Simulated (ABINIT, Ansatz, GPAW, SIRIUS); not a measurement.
Sb: 5 runs at one level of theory

```
CELL_PARAMETERS angstrom
3.35453 0.00000 0.00000
-1.67727 2.90511 0.00000
0.00000 0.00000 5.47016
ATOMIC_POSITIONS crystal
Sb 0.67819 0.33447 0.75155
Sb 0.32096 0.66257 0.25561
```

This isn't the form of Sb at room conditions, which is rhombohedral.

Atoms were shifted at random by some hundredths of an Å from the given cell, which wasn't relaxed again for these runs.

Alike in all runs: task single point; functional PBEsol; k mesh 9 × 9 × 5; occupations fermi-dirac, width 0.05 eV; no spin polarisation; no spin-orbit coupling. Pressure is positive in compression and, in plane waves, holds the error of the finite cutoff, which Ansatz's Pulay term estimates and takes out.

| program and potentials | plane-wave cutoff (eV) | notes | pressure (GPa) | energy over the undisturbed cell (meV/atom) |
| --- | --- | --- | --- | --- |
| Ansatz, Ansatz PAW | 420 | potentials made for PBE, which Ansatz adapts in part; Pulay term of +0.04 GPa included | -1.56 | -1.23 |
| SIRIUS, PseudoDojo 0.4.1 PBEsol standard (scalar relativistic) | 1102 | - | ? | ? |
| ABINIT, PseudoDojo NC SR PBEsol v0.4.1 standard | 1088 | - | -1.58 | - |
| Ansatz, all-electron LAPW, scalar-relativistic | - | - | -1.55 | - |
| GPAW, PAW data sets generated for this functional | 600 | - | -1.89 | -1.26 |

Estimate from the other rows what the run with SIRIUS, PseudoDojo 0.4.1 PBEsol standard (scalar relativistic) gave.

Pressure -1.54 GPa; energy over the undisturbed cell -1.22 meV/atom. The other rows, which needn't bracket it: pressure -1.89 to -1.55; energy over the undisturbed cell -1.26 to -1.23.
